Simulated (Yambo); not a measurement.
# C (Fd-3m) in Yambo: a series of runs

Runs on C. Level: PBE. Tasks: G0W0 quasiparticle levels, optical spectrum.

Everything below comes from runs of Yambo 5.3.0. Logs are shortened: lines on timing, memory, paths and dates and some standing lists are left out, and cuts for length are marked.

## (1) The crystal as given

It takes space group Fd-3m (No. 227, cubic). The conventional cell has a = 3.567 Å, b = 3.567 Å, c = 3.567 Å, α = 90.00°, β = 90.00°, γ = 90.00°. C (site symmetry -43m) has 4 C at 1.54 Å as nearest neighbours.

This isn't the form of C at room conditions, which is graphite.

## (2) G0W0 quasiparticle levels, PBE

Input file g0w08.in:

```
gw0
dyson
el_el_corr
rim_cut
HF_and_locXC
ppa
em1d
RandQpts= 1000000
RandGvec= 50 RL
EXXRLvcs= 82 Ry
VXCRLvcs= 82 Ry
Chimod= "HARTREE"
% BndsRnXp
 1 | 104 |
%
NGsBlkXp= 12 Ry
% LongDrXp
 1 | 1 | 1 |
%
PPAPntXp= 27.21138 eV
% GbndRnge
 1 | 104 |
%
GDamping= 0.01 eV
GTermKind= "none"
DysSolver= "n"
ExtendOut
% QPkrange
 1 | 1 | 2 | 6 |
 10 | 10 | 2 | 6 |
%
```

Input file scf.in:

```
&CONTROL
  calculation = 'scf'
  prefix = 'pwscf'
  outdir = './tmp'
  pseudo_dir = './pseudo'
/
&SYSTEM
  ibrav = 0
  A = 2.52206604
  nat = 2
  ntyp = 1
  ecutwfc = 82
  nbnd = 9
  occupations = 'smearing'
  smearing = 'fd'
  degauss = 0.00367493
  force_symmorphic = .true.
/
&ELECTRONS
  conv_thr = 4d-10
  electron_maxstep = 120
  mixing_beta = 0.5
/
ATOMIC_SPECIES
C     12.0110 C.upf
CELL_PARAMETERS alat
   0.0000000000    0.7071067814    0.7071067814
   0.7071067814    0.0000000000    0.7071067814
   0.7071067814    0.7071067814    0.0000000000
ATOMIC_POSITIONS alat
C      1.0606601721    1.0606601721    1.0606601721
C      0.7071067814    0.7071067814    0.7071067814
K_POINTS automatic
12 12 12 0 0 0
```

Input file nscf.in:

```
&CONTROL
  calculation = 'nscf'
  prefix = 'pwscf'
  outdir = './tmp'
  pseudo_dir = './pseudo'
/
&SYSTEM
  ibrav = 0
  A = 2.52206604
  nat = 2
  ntyp = 1
  ecutwfc = 82
  nbnd = 104
  occupations = 'fixed'
  force_symmorphic = .true.
/
&ELECTRONS
  conv_thr = 1d-08
  diago_full_acc = .true.
  diago_thr_init = 1d-06
/
ATOMIC_SPECIES
C     12.0110 C.upf
CELL_PARAMETERS alat
   0.0000000000    0.7071067814    0.7071067814
   0.7071067814    0.0000000000    0.7071067814
   0.7071067814    0.7071067814    0.0000000000
ATOMIC_POSITIONS alat
C      1.0606601721    1.0606601721    1.0606601721
C      0.7071067814    0.7071067814    0.7071067814
K_POINTS automatic
6 6 6 0 0 0
```

Potentials or basis: PseudoDojo 0.4.1 SR PBE standard.

Started as:

```
> OMP_NUM_THREADS=1 pw.x -in scf.in > scf.out
> OMP_NUM_THREADS=1 pw.x -in nscf.in > nscf.out
> cd tmp/pwscf.save; p2y; mv SAVE ../..; cd ../..
> OMP_NUM_THREADS=1 yambo
> mkdir -p g0w08; ln -s $PWD/g0w00/ndb.pp* g0w08/
> mkdir -p g0w08; ln -s $PWD/g0w00/ndb.RIM g0w08/
> OMP_NUM_THREADS=1 yambo -F g0w08.in -J g0w08 -C g0w08_out
```

Yambo's report:

```text
[... sections 02.01 to 02.04 as in the set-up run ...]

  [02.05] Energies & Occupations
  ==============================

  [X] === General ===
  [X] Electronic Temperature                        :  0.000000  0.000000 [eV K]
  [X] Bosonic    Temperature                        :  0.000000  0.000000 [eV K]
  [X] Finite Temperature mode                       : no
  [X] El. density                                   :  0.70524E+24 [cm-3]
  [X] Fermi Level                                   :  13.35883 [eV]

  [X] === Gaps and Widths ===
  [X] Conduction Band Min                           :  4.206416 [eV]
  [X] Valence Band Max                              :  0.000000 [eV]
  [X] Filled Bands                                  :   4
  [X] Empty Bands                                   :    5  104
  [X] Direct Gap                                    :  5.624412 [eV]
  [X] Direct Gap localized at k                     :  1
  [X] Indirect Gap                                  :  4.206416 [eV]
  [X] Indirect Gap between kpts                     :   1  10
  [X] Last valence band width                       :  7.821636 [eV]
  [X] 1st conduction band width                     :  4.645433 [eV]

 [03] Transferred momenta grid and indexing
 ==========================================

 IBZ Q-points                                      :  16
 BZ  Q-points                                      :  216

 K/Q-points units:
 rlu = crystal or reduced units; cc = cartesian coordinates; iku = interal k-units

 Q [ 1]         [rlu]:  0.000000  0.000000  0.000000
 Q [ 2]         [rlu]:  0.46117E-18  0.46117E-18  0.16667
 Q [ 3]         [rlu]:  0.92234E-18  0.92234E-18  0.33333
 Q [ 4]         [rlu]:  0.39241E-16  0.39241E-16 -0.50000
 Q [ 5]         [rlu]:  0.12565E-17  0.16667      0.16667
 Q [ 6]         [rlu]:  0.14705E-17  0.16667      0.33333
 Q [ 7]         [rlu]:  0.58452E-16  0.16667      0.50000
 Q [ 8]         [rlu]:  0.39241E-16  0.16667     -0.33333
 Q [ 9]         [rlu]: -0.92234E-18  0.16667     -0.16667
 Q [10]         [rlu]:  0.25130E-17  0.33333      0.33333
 Q [11]         [rlu]:  0.94578E-16  0.33333      0.50000
 Q [12]         [rlu]:  0.62300E-17  0.33333     -0.33333
 Q [13]         [rlu]: -0.37695E-17 -0.50000     -0.50000
 Q [14]         [rlu]:  0.166667  0.333333  0.500000
 Q [15]         [rlu]:  0.166667  0.333333 -0.333333
 Q [16]         [rlu]:  0.166667 -0.500000 -0.333333

 [04] Coloumb potential Random Integration (RIM)
 ===============================================

 Summary of Coulomb integrals for non-metallic bands |Q|[au] RIM/Bare

 Q [1] 0.100000E-4 0.997530 * Q [2] 0.269103 1.067779
 Q [5] 0.310734 1.066842 * Q [9] 0.439444 1.030576
[... 90 lines left out ...]

  [  GW  ] Bands range     :    1  104
  [GW/PPA] G damping       :  0.010000 [eV]

  QP @ state[ 1 ] K range:  1  1
  QP @ state[ 1 ] b range:   2   6
  QP @ state[ 2 ] K range:  10  10
  QP @ state[ 2 ] b range:   2   6
[... 51 lines left out ...]
   :: Time ordering fails/rest    :  0.500726
   :: Mean rel dev of PP cond     :  0.185113
   Current Q-pt index             :  14
   :: PP condition fails/total    :  0.169467
   :: Time ordering fails/rest    :  0.496723
   :: Mean rel dev of PP cond     :  0.169489
   Current Q-pt index             :  15
   :: PP condition fails/total    :  0.174675
   :: Time ordering fails/rest    :  0.501004
   :: Mean rel dev of PP cond     :  0.174701
   Current Q-pt index             :  16
   :: PP condition fails/total    :  0.183195
   :: Time ordering fails/rest    :  0.501014
   :: Mean rel dev of PP cond     :  0.183224

  [08.02] QP properties and I/O
  =============================

  Legend (energies in eV)
  - B  : Band       - Eo  : bare energy
  - E  : QP energy  - Z   : Renormalization factor
  - So : Sc(Eo)     - S   : Sc(E)
  - dSp: Sc derivative precision

  - lXC: Local XC (Perdew, Burke & Ernzerhof(X)+Perdew, Burke & Ernzerhof(C))
  -nlXC: non-Local XC (Hartree-Fock)

  QP [eV] @ K [1] (iku):  0.000000  0.000000  0.000000
   B=2 Eo= -0.00 E= -0.72 E-Eo= -0.72 Re(Z)=0.83 Im(Z)=-0.722020E-4 nlXC= -19.2932 lXC= -16.9567 So=  1.47151
   B=3 Eo= -0.00 E= -0.72 E-Eo= -0.72 Re(Z)=0.83 Im(Z)=-0.721946E-4 nlXC= -19.2932 lXC= -16.9567 So=  1.47151
   B=4 Eo=  0.00 E= -0.72 E-Eo= -0.72 Re(Z)=0.83 Im(Z)=-0.721934E-4 nlXC= -19.2932 lXC= -16.9567 So=  1.47150
   B=5 Eo=  5.62 E=  6.62 E-Eo=  1.00 Re(Z)=0.83 Im(Z)=-0.746967E-4 nlXC= -9.59353 lXC= -15.6361 So= -4.84164
   B=6 Eo=  5.62 E=  6.62 E-Eo=  1.00 Re(Z)=0.83 Im(Z)=-0.746964E-4 nlXC= -9.59353 lXC= -15.6361 So= -4.84164

  QP [eV] @ K [10] (iku):  0.33333     -0.92519E-17  0.92519E-17
   B=2 Eo= -7.19 E= -8.51 E-Eo= -1.33 Re(Z)=0.76 Im(Z)= 0.802358E-2 nlXC= -22.0178 lXC= -16.3340 So=  3.94441
   B=3 Eo= -5.32 E= -6.39 E-Eo= -1.06 Re(Z)=0.82 Im(Z)=-0.307071E-3 nlXC= -20.3345 lXC= -16.0062 So=  3.02804
   B=4 Eo= -5.32 E= -6.38 E-Eo= -1.06 Re(Z)=0.82 Im(Z)=-0.311374E-3 nlXC= -20.3345 lXC= -16.0062 So=  3.02802
   B=5 Eo=  4.21 E=  4.77 E-Eo=  0.57 Re(Z)=0.84 Im(Z)=-0.704158E-4 nlXC= -8.89250 lXC= -14.2800 So= -4.71229
   B=6 Eo=  7.82 E=  8.36 E-Eo=  0.55 Re(Z)=0.84 Im(Z)= 0.133763E-3 nlXC= -7.11258 lXC= -13.2290 So= -5.46495

  [WR./g0w08//ndb.QP]-------------------------------------------------------------
   Lattice constants                                :  3.370081  3.370081  3.370081
   Coulomb cutoff potential                         : none
   Electronic Temperature                           :  0.000000 [K]
   Bosonic    Temperature                           :  0.000000 [K]
   Green`s function   energies                      : Perdew, Burke & Ernzerhof(X)+Perdew, Burke & Ernzerhof(C)
   wavefunctions                                    : Perdew, Burke & Ernzerhof(X)+Perdew, Burke & Ernzerhof(C)
   PPA    diel. fun.  energies                      : Perdew, Burke & Ernzerhof(X)+Perdew, Burke & Ernzerhof(C)
   wavefunctions                                    : Perdew, Burke & Ernzerhof(X)+Perdew, Burke & Ernzerhof(C)
   QP tot states                                    :  10
   GW solver                                        : Newton
   GW approximation                                 : PPA
   PPA imaginary Energy                             :  27.21138 ev
   RIM G`s                                          :   51
   RIM random pts                                   :  1000000
   dS/dw steps                                      :  2
   dS/dw step                                       :  0.100000 ev
   X G`s                                            :   65 used
   X G`s                                            :   65 disk
   X bands                                          :    1  104
   X poles                                          :  100.0000 o/o
   X e/h E range                                    : -1.000000 -1.000000 ev
   X Hxc Kernel                                     : HARTREE
   X BZ energy Double Grid                          : no
   X Optical Averaged directions                    : none
   Sc/G bands                                       :    1  104
   Sc/G damping                                     :  0.010000 ev
   Sc bands terminator                              : no
   Sx RL components                                 :   965

   QP @ state[ 1 ] K range                          :  1  1
   QP @ state[ 1 ] b range                          :   2   6
   QP @ state[ 2 ] K range                          :  10  10
   QP @ state[ 2 ] b range                          :   2   6
   GF energies kind                                 : Perdew, Burke & Ernzerhof(X)+Perdew, Burke & Ernzerhof(C)
   GF WF`s kind                                     : Perdew, Burke & Ernzerhof(X)+Perdew, Burke & Ernzerhof(C)
   Xs energies kind                                 : Perdew, Burke & Ernzerhof(X)+Perdew, Burke & Ernzerhof(C)
   Xs WF`s kind                                     : Perdew, Burke & Ernzerhof(X)+Perdew, Burke & Ernzerhof(C)
```

Results:

- Band gap on the k mesh, mean-field level: 4.21 eV, indirect (least direct gap 5.62 eV)
- Quasiparticle gap: 5.49 eV
- Least direct quasiparticle gap: 7.34 eV
- Quasiparticle gap at Γ: 7.34 eV
- Band gap of the same states before the correction: 4.21 eV

Quasiparticle terms (eV):
| k point | band | Kohn-Sham level | Vxc | Σx | Σc | Z | result |
| --- | --- | --- | --- | --- | --- | --- | --- |
| (0.000, 0.000, 0.000) | 2 | 0.00 | -16.96 | -19.29 | 1.47 | 0.83 | -0.72 |
| (0.000, 0.000, 0.000) | 3 | 0.00 | -16.96 | -19.29 | 1.47 | 0.83 | -0.72 |
| (0.000, 0.000, 0.000) | 4 | 0.00 | -16.96 | -19.29 | 1.47 | 0.83 | -0.72 |
| (0.000, 0.000, 0.000) | 5 | 5.62 | -15.64 | -9.59 | -4.84 | 0.83 | 6.62 |
| (0.000, 0.000, 0.000) | 6 | 5.62 | -15.64 | -9.59 | -4.84 | 0.83 | 6.62 |
| (0.000, 0.333, 0.333) | 2 | -7.19 | -16.33 | -22.02 | 3.94 | 0.76 | -8.51 |
| (0.000, 0.333, 0.333) | 3 | -5.32 | -16.01 | -20.33 | 3.03 | 0.82 | -6.39 |
| (0.000, 0.333, 0.333) | 4 | -5.32 | -16.01 | -20.33 | 3.03 | 0.82 | -6.38 |
| (0.000, 0.333, 0.333) | 5 | 4.21 | -14.28 | -8.89 | -4.71 | 0.84 | 4.77 |
| (0.000, 0.333, 0.333) | 6 | 7.82 | -13.23 | -7.11 | -5.46 | 0.84 | 8.36 |

Caveat: the k mesh is coarse (spacing up to 0.51 Å⁻¹), so the values aren't converged; this version prints the column dSc/dw multiplied by 27.2. A k mesh can miss the band edges.

## (3) Optical spectrum, PBE

Input file optics9.in:

```
optics
chi
Chimod= "IP"
% BndsRnXd
 1 | 29 |
%
% LongDrXd
 0 | 0 | 1 |
%
% QpntsRXd
 1 | 1 |
%
% EnRngeXd
 0 | 10 | eV
%
% DmRngeXd
 0.3 | 0.3 | eV
%
ETStpsXd= 150
```

scf.in is that of step 2.

nscf.in is that of step 2.

Potentials or basis: PseudoDojo 0.4.1 SR PBE standard.

Started as:

```
> OMP_NUM_THREADS=1 pw.x -in scf.in > scf.out
> OMP_NUM_THREADS=1 pw.x -in nscf.in > nscf.out
> cd tmp/pwscf.save; p2y; mv SAVE ../..; cd ../..
> OMP_NUM_THREADS=1 yambo
> OMP_NUM_THREADS=1 yambo -F optics9.in -J optics9 -C optics9_out
```

Yambo's report:

```text
[... sections 02.01 to 02.04 as in the set-up run ...]

  [02.05] Energies & Occupations
  ==============================

  [X] === General ===
  [X] Electronic Temperature                        :  0.000000  0.000000 [eV K]
  [X] Bosonic    Temperature                        :  0.000000  0.000000 [eV K]
  [X] Finite Temperature mode                       : no
  [X] El. density                                   :  0.70524E+24 [cm-3]
  [X] Fermi Level                                   :  13.35883 [eV]

  [X] === Gaps and Widths ===
  [X] Conduction Band Min                           :  4.206416 [eV]
  [X] Valence Band Max                              :  0.000000 [eV]
  [X] Filled Bands                                  :   4
  [X] Empty Bands                                   :    5  104
  [X] Direct Gap                                    :  5.624412 [eV]
  [X] Direct Gap localized at k                     :  1
  [X] Indirect Gap                                  :  4.206416 [eV]
  [X] Indirect Gap between kpts                     :   1  10
  [X] Last valence band width                       :  7.821636 [eV]
  [X] 1st conduction band width                     :  4.645433 [eV]
[... 25 lines left out ...]
 Q [16]         [rlu]:  0.166667 -0.500000 -0.333333

 [WARNING] [Xd] User bands 1-29 break level degeneracy

 [04] Dipoles
 ============

  [04.01] Setup: observables and procedures
  =========================================

  [WF-Oscillators/G space/Transverse up loader] Normalization (few states)  min/max  :  0.23848E-16   1.0000

  [WR./optics9//ndb.dipoles]------------------------------------------------------
   Brillouin Zone Q/K grids (IBZ/BZ)                :   16  216   16  216
   RL vectors                                       :  1363 [WF]
   Fragmentation                                    : yes
   Electronic Temperature                           :  0.000000 [K]
   Bosonic    Temperature                           :  0.000000 [K]
   DIP band range                                   :   1  29
   DIP band range limits                            :   4   5
   DIP e/h energy range                             : -1.000000 -1.000000 [eV]
   RL vectors in the sum                            :  1363
   [r,Vnl] included                                 : yes
   Bands ordered                                    : yes
   Direct v evaluation                              : no
   Approach used                                    : G-space v
   Dipoles computed                                 : R V P [G-space]
   Wavefunctions                                    : Perdew, Burke & Ernzerhof(X)+Perdew, Burke & Ernzerhof(C)

  [WARNING] [r,Vnl^pseudo] included in position and velocity dipoles.

  [WARNING] In case H contains other non local terms, these are neglected

 [05] Optics
 ===========

 [X-CG] R(p) Tot o/o(of R):   1142  21600    100
```

It took 23 s on 1 thread of Arm Neoverse V1, shared host; peak memory 0.22 GiB.

Results:

```yaml
Band_gap_on_the_k_mesh_mean-field_level: 4.21 eV, indirect (least direct gap 5.62 eV)
Electronic_dielectric_constant_along_the_field: 6.18
```

Dielectric function (along the field direction of the input):
| energy (eV) | real part | imaginary part |
| --- | --- | --- |
| 0.27 | 6.18 | 0.15 |
| 0.74 | 6.21 | 0.15 |
| 1.28 | 6.26 | 0.16 |
| 1.74 | 6.34 | 0.16 |
| 2.28 | 6.46 | 0.18 |
| 2.82 | 6.64 | 0.20 |
| 3.29 | 6.84 | 0.23 |
| 3.83 | 7.14 | 0.28 |
| 4.36 | 7.59 | 0.39 |
| 4.83 | 8.19 | 0.64 |
| 5.37 | 9.10 | 1.98 |
| 5.84 | 6.94 | 2.32 |
| 6.38 | 8.20 | 1.11 |
| 6.91 | 10.04 | 1.58 |
| 7.38 | 11.74 | 4.29 |
| 7.92 | 9.41 | 7.09 |
| 8.46 | 7.52 | 5.52 |
| 8.93 | 9.47 | 4.58 |
| 9.46 | 11.87 | 7.70 |
| 10.00 | 8.88 | 12.11 |

Caveat: the k mesh is coarse (spacing up to 0.51 Å⁻¹), so the values aren't converged; spectra need much finer meshes, so this one isn't converged; independent-particle spectra lack excitons. Expect the measured gap to be larger: semilocal functionals such as PBE lack the derivative discontinuity.
